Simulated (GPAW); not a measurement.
**InAs in GPAW: convergence with density grid spacing (A)**

Input of the first run (density grid spacing (A) 0.24); the others differ in this setting and in those tied to it:

run.py

```python
from ase.dft.bandgap import bandgap
from ase.io import read, write
from ase.units import GPa
from gpaw import GPAW, PW

atoms = read('POSCAR')

calc = GPAW(mode=PW(600),
            h=0.24,
            xc='PBE',
            kpts={'size': (8, 8, 8), 'gamma': True},
            occupations={'name': 'fermi-dirac', 'width': 0.05},
            nbands=18,
            convergence={'density': 1e-05, 'energy': 1e-05},
            maxiter=100,
            txt='gpaw.txt')
atoms.calc = calc
energy = atoms.get_potential_energy()
forces = atoms.get_forces()
stress = atoms.get_stress()
calc.write('gs.gpw')
write('result.traj', atoms)
print(f'Energy: {energy:.6f} eV')
print('Forces (eV/A):')
print(forces.round(4))
print('Stress (GPa):', (stress / GPa).round(3))
print('Fermi level:', round(calc.get_fermi_level(), 4), 'eV')
print(f'Gap: {bandgap(calc)[0]:.4f} eV, direct: {bandgap(calc, direct=True)[0]:.4f} eV')
```

POSCAR

```
InAs
1.0
    0.0000000000      2.8773040000      2.8773040000
    2.8773040000      0.0000000000      2.8773040000
    2.8773040000      2.8773040000      0.0000000000
In As
1 1
Direct
    0.5000000000      0.5000000000      0.5000000000
    0.0000000000      0.0000000000      0.0000000000
```

Potentials or basis: GPAW PAW data sets (gpaw-data 1.2.1), pw.

Launch:

```sh
$ OMP_NUM_THREADS=1 python run.py
```

Measurements of this composition are mostly on another form, of space group No. 216.

Hardware: 1 thread of Arm Neoverse V1, on a shared host.

```csv
density grid spacing (A),"energy less the tightest run, at zero smearing (meV/atom)",SCF cycles,CPU time (s),peak memory (GiB)
0.24,-0.29,9,12,0.15
0.2,-0.05,9,15,0.15
0.17,-0.02,9,17,0.16
0.15,-0.01,9,25,0.17
0.13,0.00,9,24,0.19
0.11,0.00,9,54,0.23
0.09,0.00,9,100,0.31
```

Against the tightest run, the energy stays within 1 meV/atom from 0.24 on. The tightest run that finished is the yardstick and may itself not be fully converged.
